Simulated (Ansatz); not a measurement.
InPd:

```
In Pd
1.0
     3.27188    0.00000    0.00000
     0.00000    3.27188    0.00000
     0.00000    0.00000    3.27188
In Pd
1 1
Direct
  0.00000 0.00000 0.00000
  0.50000 0.50000 0.50000
```

The cell comes from a database or a generator and needn't be the stable form of this composition.

A run of Ansatz 0.2.0 on this cell left the log below. Logs are shortened: lines on timing, memory, paths and dates and some standing lists are left out, and cuts for length are marked.

```text
Warning: RAYON_NUM_THREADS=1 ignored (pool sized by the plan → 1); use --threads N
The last accepted step is kept in <dir> (removed where the run ends without a failure and the disk answers)
LAPW: plane waves up to 8.400 Å⁻¹, error target 1.0e-3 eV per atom; small_component_spin mean_spin; Pd in spheres of 1.371 Å, 28 of its electrons in bands, Dirac shells []; In in spheres of 1.378 Å, 21 of its electrons in bands, Dirac shells [] (how accurate: hamiltonian.pseudopotentials.lapw.basis_error, Limitations)
Engine: ansatz 0.2.0, x86_64-unknown-linux-gnu
Pseudopotentials: kind: all_electron
Pseudopotential: In, LAPW, valence charge 21, lapw/all_electron/scalar/gaussian/In, Koelling and Harmon's equation, gaussian nucleus
Pseudopotential: Pd, LAPW, valence charge 28, lapw/all_electron/scalar/gaussian/Pd, Koelling and Harmon's equation, gaussian nucleus
Functional definition: PBEsol
  exchange = pbesol_x
  correlation = pbesol_c
Crystal: 2 atoms, lattice volume = 35.026 Å³
Basis set: ecut = 268.8058528822701 eV, 365 PW (Γ), exchange–correlation at level 2
Bands: 30, of which v1, the nominal top of the filled ones, is band 25 counted from 1 (24 counted from 0)
Symmetry: 48 space group operations
Space group: Pm-3m (ITA 221), of the structure as read, at distance tolerance 3.3e-5 Å
k-points: 35 of 512
Non-local potential: In, projectors of the file, none
Non-local potential: Pd, projectors of the file, none
Initial density: superposition of atomic densities (chi_scale 0.1, normalization cell, long waves kept (reshape's long-wave potential 0.00 eV rms))
Initial wavefunctions: plane waves of lowest kinetic energy (no species holds an atomic orbital)
Functional: x = pbesol(κ = 0.804, μ = 0.12345679012345678), c = pbesol(β = 0.046)
iter 1 solved again at ethr=3.45e-3 eV; its pass at ethr=1.00e-1 eV (dr2=1.69e0 eV) is discarded
SCF iter   1: F=—  HF=-297216.757678 eV  |F-HF|=—  |Δ(HF+E_count)|=         —  Δρ=6.08e-2  dr2=1.69e0  ethr=3.45e-3  ⟨swp⟩=2.0  Hψ=6621  notcnv=0
preconditioner: auto → Kerker (q_TF=auto, 2.885 Å⁻¹)  [metal: Δε(μ)=0.094 eV  Ē_g=15.037 eV  σ=0.050 eV  W_gap=0.43  n_scr=18 (ndim 8)  ℏωp=30.1 eV  f_vac=0.000  D(μ)=1.69/eV (n_scr^D=18)]
SCF iter   2: F=—  HF=-297216.298214 eV  |F-HF|=—  |Δ(HF+E_count)|=   4.59e-1  Δρ=2.80e-2  dr2=4.75e-1  ethr=3.45e-3  ⟨swp⟩=2.7  Hψ=3024  notcnv=0
[... 52 lines left out ...]
SCF iter   2: F=-297215.118249 eV  HF=-297215.118249 eV  |F-HF|=1.85e-8  |Δ(HF+E_count)|=   2.40e-8  Δρ=5.72e-6  dr2=2.26e-8  ethr=4.08e-11  ⟨swp⟩=2.0  Hψ=2958  notcnv=0
SCF 5 converged in 2 iterations: F = -297215.118249 eV  dr2 = 2.26e-8
relax step   5: F+E_penalty+E_count = -297215.11824938 eV  Δ(F+E_penalty+E_count) = -7.479e-7 eV  max|allowed force component| = 5.916e-31 eV/Å  Δτ_max = 0.0000 Å  P = +0.013 GPa  Ω = 34.228 Å³  stress off target by 1.32e-2 GPa  SCF on the basis re-selected at this cell (its energy is not comparable with the rows above)  (2 SCF iters)
basis re-selected at this cell: Δ(F+E_penalty+E_count) = -7.479e-7 eV, ΔP = -0.000 GPa vs the last step (what re-selecting the basis moved, after the strain that the cell walked since its last selection, with what the two solves' SCF thresholds leave and, on support functions, any second-order correction that the steps lacked; it is no measure of the basis error at this ecutwfc). This SCF's stress stands 1.32e-2 GPa from its target on what of the cell is left free (relax.cell.stress_tol is 5.00e-2 GPa) and its largest allowed force component is 5.92e-31 eV/Å (relax.f_tol is 2.00e-2 eV/Å): within both
SCF converged after 2 iterations
Free energy (F): -297215.118249 eV
Harris-Foulkes:  -297215.118249 eV  (|F-HF|=1.85e-8)
Internal energy: -297215.108158 eV  (E = F + TS)
E sigma→0 (E₀):  -297215.113204 eV
Entropy (-TS):   -0.010091 eV (-5.046 meV/atom)
Fermi energy:    20.228247 eV
--- Per-component energies (eV) ---
  E_band       = -3590.774504
  E_kinetic    = 311113.793093
  E_xc         = -8137.753014
  E_electrostatic = -600191.148237  (all electrons and nuclei)
  E_smearing   = -0.010091  (= −TS)
  E_closure    = 0.000000  (closes the sum)
  E_atoms      = -297206.643310  (free atoms, spherical and without spin; not in F)
  Σ components = -297215.118249   (vs F -297215.118249, Δ=0.00e0)
  Basis errors (estimates in eV, not in F): energy 2.9e-4 per atom: plane waves 2.6e-4 (1.4e-4 summed), levels above the bands 1.5e-42, relativity 2.0e-8, radial functions 2.7e-5, core shells 2.7e-7; eigenvalues (radial functions only) 1.5e-6; not estimated: angular momenta, meshes, grids; target (lapw.basis_error) 1.0e-3; muffin-tin radii Pd 1.360 Å, In 1.367 Å
--- Forces (eV/Å), atoms counted from 1 ---
  atom   1  In     0.00000000    -0.00000000    -0.00000000
  atom   2  Pd    -0.00000000    -0.00000000    -0.00000000
  max |Σ_I F_I| component: 5.26e-31 eV/Å
--- Stress (GPa, compression-positive) ---
        0.013161      -0.000000       0.000000
       -0.000000       0.013161       0.000000
        0.000000       0.000000       0.013161
  P = ⅓ Tr σ = 0.0132 GPa (0.132 kbar)
--- Relaxed structure (4 steps of the walk, 3 accepted, 1 SCFs on fresh bases) ---
  F+E_penalty+E_count = -297215.11824938 eV   max|allowed force component| = 5.916e-31 eV/Å   (the final SCF, on the basis selected at the relaxed cell)
  cell:  # Å, volume = 34.2280 Å³
    - [3.246836595517946, -9.62964972193618e-35, 9.62964972193618e-35]
    - [-1.6049416203226962e-34, 3.246836595517946, 0.0]
    - [-3.209883240645393e-35, 0.0, 3.246836595517946]
  atoms:
    - { symbol: In, position: [-4.444417466938309e-48, 4.0878061601946364e-119, 1.3941561959762368e-49] }
    - { symbol: Pd, position: [0.5, 0.5, 0.5] }
```

Question: What input gives this log?

Answer: Relaxation of cell and atoms with PBEsol, no spin polarisation. The files as run (others can give the same):

input.yaml
```yaml
crystal:
  lattice:
    - [3.27188478, 0.0, 0.0]
    - [0.0, 3.27188478, 0.0]
    - [0.0, 0.0, 3.27188478]
  atoms:
    - { symbol: In, position: [0.0, 0.0, 0.0] }
    - { symbol: Pd, position: [0.5, 0.5, 0.5] }
kpoints:
  mp_grid: { grid: [8, 8, 8] }
scf:
  occupations: { method: fermi_dirac, width: 0.05 }
hamiltonian:
  xc: pbesol
  pseudopotentials: { kind: all_electron, lapw: { basis_error: 0.001 } }
output:
  forces: true
  stress: true
relax:
  f_tol: 0.02
  max_steps: 60
  cell: {}
```

Potentials or basis: all-electron LAPW, scalar-relativistic.
Run with:
```bash
$ ansatz run input.yaml --threads 1 --pin off --max-ram 3072MiB --backend cpu --events-out ev --progress --plain --runs-dir out
```
